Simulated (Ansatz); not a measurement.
Space group P6_322 (No. 182). a = 5.036 Å, b = 5.036 Å, c = 8.565 Å, α = 90.00°, β = 90.00°, γ = 120.00°
```json
{"atom": "Si", "site": "4f", "symmetry": "3..", "x": "0.6667", "y": "0.3333", "z": "0.9370"}
{"atom": "O", "site": "6g", "symmetry": ".2.", "x": "0.0000", "y": "0.4133", "z": "0.0000"}
{"atom": "O", "site": "2c", "symmetry": "3.2", "x": "0.6667", "y": "0.3333", "z": "0.7500"}
```

Equation of state of this SiO2 structure (not necessarily the ground state), with shape and atoms relaxed at each volume where symmetry leaves them free. These are results of DFT r2SCAN, scalar-relativistic, plane waves, PAW (Ansatz 0.2.0), not measurements.

Settings: cutoff 500 eV, Γ-centred mesh 6×6×4 on the computed 12-atom cell, Gaussian smearing of 0.02 eV; no spin polarisation.

```tsv
V (Å³/atom)	E − E(largest V) (meV/atom)	P (GPa)	gap on mesh (eV)
13.796	16.46	6.20	6.33
14.266	1.54	4.07	6.29
14.736	-7.84	2.41	6.26
15.207	-12.87	1.08	6.22
15.677	-14.42	0.00	6.18
16.147	-13.03	-0.99	6.15
16.618	-9.05	-1.88	6.10
17.245	0.00	-3.16	6.00
```

Task: Fit a third-order Birch–Murnaghan equation to E(V).

Result: V0 = 15.66 Å³/atom, B0 = 35 GPa, B0' = 4.7.

The gaps are read on the mesh, which can miss the band edges, so they can be too wide.

This form isn't the usual stable structure of the compound.